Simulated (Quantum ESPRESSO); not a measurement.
WC (Qusongite): zone-centre phonons under several settings

```
W C
1.0
     2.90650    0.00000    0.00000
    -1.45325    2.51710    0.00000
     0.00000    0.00000    2.83660
W C
1 1
Direct
  0.00000 0.00000 0.00000
  0.66667 0.33333 0.50000
```

All runs used Quantum ESPRESSO 7.5; potentials JTH 2.0 PBE; k mesh 10 × 10 × 9; relaxed cell; no spin polarisation; cutoff 707 eV; occupations cold, width 0.2 eV.

| level | volume (Å³/atom) | pressure (GPa) | lowest optical mode without the field (cm⁻¹) | highest optical mode without the field (cm⁻¹) |
| --- | --- | --- | --- | --- |
| PBE | ? | 0.0 | ? | ? |
| PBE+D2 | 9.95 | -0.1 | 652 | 659 |
| PBE+D3(BJ) | 10.34 | 0.0 | 593 | 624 |
| rPW86PBE+rVV10 | 10.76 | 0.1 | 546 | 591 |
| rev-vdW-DF2 | 10.45 | 0.0 | 577 | 614 |

Problem. What stands in the row left open?

Solution. Volume 10.53 Å³/atom; lowest optical mode without the field 569 cm⁻¹; highest optical mode without the field 608 cm⁻¹.

Caveats: the mesh is thin for the phonons of a metal; pairwise dispersion overbinds metals, which lowers pressure and volume (some runs); before the sum rule the acoustic modes lie tens of cm⁻¹ from zero, a sign that the density grid also shifts the optical modes (some runs); the potentials were made for another functional, which shifts forces and pressure (some runs).

For the row left open. Caveat: the mesh is thin for the phonons of a metal.
